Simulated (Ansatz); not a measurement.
# One relaxed cell of CdIn₂O₄ at several levels

A database entry relaxed whole under r2SCAN at zero pressure (Fd-3m, No. 227):

```
CELL_PARAMETERS angstrom
0.00000 4.60152 4.60152
4.60152 0.00000 4.60152
4.60152 4.60152 0.00000
ATOMIC_POSITIONS crystal
Cd 0.00000 0.00000 0.00000
Cd 0.25000 0.25000 0.25000
In 0.62500 0.62500 0.62500
In 0.12500 0.62500 0.62500
In 0.62500 0.62500 0.12500
In 0.62500 0.12500 0.62500
O 0.86186 0.86186 0.86186
O 0.83558 0.38814 0.38814
O 0.86186 0.86186 0.41442
O 0.38814 0.83558 0.38814
O 0.41442 0.86186 0.86186
O 0.38814 0.38814 0.38814
O 0.86186 0.41442 0.86186
O 0.38814 0.38814 0.83558
```

Its volume is 13.92 Å³ an atom, +1.2 % against the entry's 13.75, a cell as deposited in COD (1974).

Single points on this cell with plane-wave PAW DFT (Ansatz 0.2.0; r2SCAN 500 eV, hybrids 420 eV; fermi-dirac occupations of width 0.020 eV; no moments): r2SCAN on a 6×6×6 Γ-centred mesh; r2SCAN with spin-orbit coupling on a 6×6×6 Γ-centred mesh; HSE06 on a 4×4×4 Γ-centred mesh; PBE0 on a 4×4×4 Γ-centred mesh.

How do gap, pressure and charges move from level to level?

The runs give:

```csv
level,"gap (eV), or kind",pressure (GPa),Bader charge of Cd (e),Bader charge of In (e),Bader charge of O (e)
r2SCAN,1.56,0.0,+1.28,+1.93,-1.28
r2SCAN with spin-orbit coupling,1.56,0.0,+1.28,+1.93,-1.28
HSE06,2.52,-0.7,+1.30,+1.94,-1.30
PBE0,3.21,-0.8,+1.30,+1.94,-1.30
```

Under r2SCAN the gap is 1.56 eV, over mesh and band path. HSE06 moves it by +0.96 eV and PBE0 by +1.64 eV; PBE0 keeps its exact exchange at long range, which widens the gap over HSE06's by 0.68 eV on their common mesh. Spin-orbit coupling moves the r2SCAN gap by +0.00 eV.

Caveats: the relaxation kept the start's symmetry; HSE06 is read on its mesh and at the zone's corners, PBE0 on its mesh alone; hybrid pressures are good to a few tenths of a GPa; pressure is positive in compression.
